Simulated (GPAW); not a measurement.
# Cl in GPAW: the effect of target pressure

Crystal: Cl.

```
CELL_PARAMETERS angstrom
3.14500 -2.25000 0.00000
3.14500 2.25000 0.00000
0.00000 0.00000 8.21000
ATOMIC_POSITIONS crystal
Cl 0.37000 0.63000 0.40000
Cl 0.13000 0.87000 0.90000
Cl 0.63000 0.37000 0.60000
Cl 0.87000 0.13000 0.10000
```

Alike in all runs:

```yaml
Program: GPAW 26.7.0
Task: relaxation of cell and atoms
Functional: PBEsol
Potentials_or_basis: PAW data sets generated in the run's folder for this functional
Cutoff: 600 eV
Basis: pw
k_mesh: 5 × 5 × 2
Occupations: fermi-dirac, width 0.05 eV
Spin: no spin polarisation
```

Each run relaxes the cell or the atoms first.

```tsv
target pressure	target pressure	relaxed volume (Å³/atom)	gap on the mesh (eV)
0 GPa	-	26.29	2.02
2 GPa	2 GPa	22.16	1.96
5 GPa	5 GPa	20.02	1.87
10 GPa	10 GPa	18.13	1.77
20 GPa	20 GPa	?	?
```

Question: What does the run with target pressure 20 GPa give?

Answer: Relaxed volume 16.08 Å³/atom; gap on the mesh 1.64 eV.

Worked out: In Murnaghan's law V^(-B') rises as a straight line in P. The other rows fit best with B' = 6.3, V0 = 26.30 Å³/atom and B0 = 7 GPa, which gives 16.38 Å³/atom at 20 GPa, against the run's 16.08. A parabola through the other rows of the gap on the mesh, of slope 0.00278 eV per GPa there, extrapolates to 1.70 eV, against the run's 1.64.

Caveats: later steps reuse the first step's grids; an odd mesh through Γ misses points on the zone boundary, where band edges often lie; the volume moved by over 15 % at a fixed basis, so the end points are rough (some runs).
